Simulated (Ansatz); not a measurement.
**Co, fcc: how the functional moves the structure**

All rows: Ansatz, plane waves with scalar-relativistic PAW, 420 eV (500 eV for the SCAN forms), relaxed under each functional, no dispersion correction, no zero-point motion. B₀ comes from uniform scaling at fixed shape; a dash is a value not given.

```json
{"functional": "PBE", "V (Å³/atom)": "10.92", "cell": "a = 3.522 Å", "B₀ (GPa)": "213", "magnetic state": "ferromagnetic, net 1.65 μB per atom", "ΔE to hcp (meV/atom)": "16"}
{"functional": "r²SCAN", "V (Å³/atom)": "10.85", "cell": "a = 3.515 Å", "B₀ (GPa)": "209", "magnetic state": "ferromagnetic, net 1.85 μB per atom", "ΔE to hcp (meV/atom)": "-29"}
{"functional": "m-r²SCAN", "V (Å³/atom)": "10.49", "cell": "a = 3.475 Å", "B₀ (GPa)": "236", "magnetic state": "ferromagnetic, net 1.61 μB per atom", "ΔE to hcp (meV/atom)": "18"}
{"functional": "PBEsol", "V (Å³/atom)": "10.44", "cell": "a = 3.470 Å", "B₀ (GPa)": "237", "magnetic state": "ferromagnetic, net 1.62 μB per atom", "ΔE to hcp (meV/atom)": "20"}
{"functional": "LDA", "V (Å³/atom)": "10.07", "cell": "a = 3.428 Å", "B₀ (GPa)": "-", "magnetic state": "ferromagnetic, net 1.55 μB per atom", "ΔE to hcp (meV/atom)": "25"}
{"functional": "RPBE", "V (Å³/atom)": "11.22", "cell": "a = 3.554 Å", "B₀ (GPa)": "195", "magnetic state": "ferromagnetic, net 1.70 μB per atom", "ΔE to hcp (meV/atom)": "12"}
{"functional": "BLYP", "V (Å³/atom)": "11.41", "cell": "a = 3.574 Å", "B₀ (GPa)": "188", "magnetic state": "ferromagnetic, net 1.65 μB per atom", "ΔE to hcp (meV/atom)": "14"}
```

LDA gives the smallest volume and BLYP the largest.

m-r²SCAN is r²SCAN on the gauge-invariant kinetic-energy density; without spin polarisation the two are equal.
